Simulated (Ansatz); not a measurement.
## RbBr, space group Pm-3m: a G0W0 quasiparticle calculation, step by step

With the Ansatz DFT code, driven from Python.

Notebook, run cell by cell (the value of a cell's last expression is shown):

```python
from dataclasses import dataclass

import ansatz as az
```

```python
@dataclass(frozen=True)
class Settings:
    mesh: tuple[int, ...] = (4, 4, 4)
    functional: str = "LDA"
    smearing: str = "fixed"
```

```python
cfg = Settings()
```

```python
structure = (
    az.Lattice.of([4.126077, 0.0, 0.0], [0.0, 4.126077, 0.0], [0.0, 0.0, 4.126077])
    .atom("Rb", [0.0, 0.0, 0.0])
    .atom("Br", [0.5, 0.5, 0.5])
)
```

```python
setup = (
    structure.calculation()
    .kpoints(*cfg.mesh)
    .functional(cfg.functional)
    .pseudopotentials("paw")
    .basis(34 * az.Ry)
    .occupations(cfg.smearing)
    .gw(empty_bands=80, screening_cutoff=150, quasiparticle_bands=("v2", "c2"))
)
events = []
result = setup.session().plan().execute(on_event=events.append, runs_dir="gw_run")
gw = next(e["data"] for e in events if e["event"] == "gw_qp")
top = gw["frontier_bands"]["highest_filled_band"]
for qp in gw["qp"]:
    if qp["ik"] == 0:
        print("band", qp["band"], "shift", round(qp["e_qp_ev"] - qp["eps_ks_ev"], 3), "eV, Z =", round(qp["z"], 3))
for key, label in (("eps_ks_ev", "Kohn-Sham"), ("e_qp_ev", "G0W0")):
    filled = max(qp[key] for qp in gw["qp"] if qp["band"] <= top)
    empty = min(qp[key] for qp in gw["qp"] if qp["band"] > top)
    print(f"{label} gap on the mesh: {empty - filled:.3f} eV")
print("static dielectric eigenvalues (RPA, this mesh):", [round(e, 3) for e in gw["screening"][0]["eps_tensor_eigenvalues"]])
```

    band 7 shift -1.19 eV, Z = 0.805
    band 8 shift -1.19 eV, Z = 0.805
    band 9 shift 1.237 eV, Z = 0.854
    band 10 shift 1.252 eV, Z = 0.854
    Kohn-Sham gap on the mesh: 3.671 eV
    G0W0 gap on the mesh: 6.080 eV
    static dielectric eigenvalues (RPA, this mesh): [2.856, 2.856, 2.856]

What to keep in mind:
- This cell is a computed structure, which may not be the phase found in nature.
- Mesh, empty bands and screening cutoff are small, so the quasiparticle gap isn't converged, and it is read on the mesh points alone. Spin-orbit coupling is left out, which matters for heavy elements.
- Hardware and time: 47 s on 1 thread of Arm Neoverse V2 (shared host), peak memory 0.57 GiB.
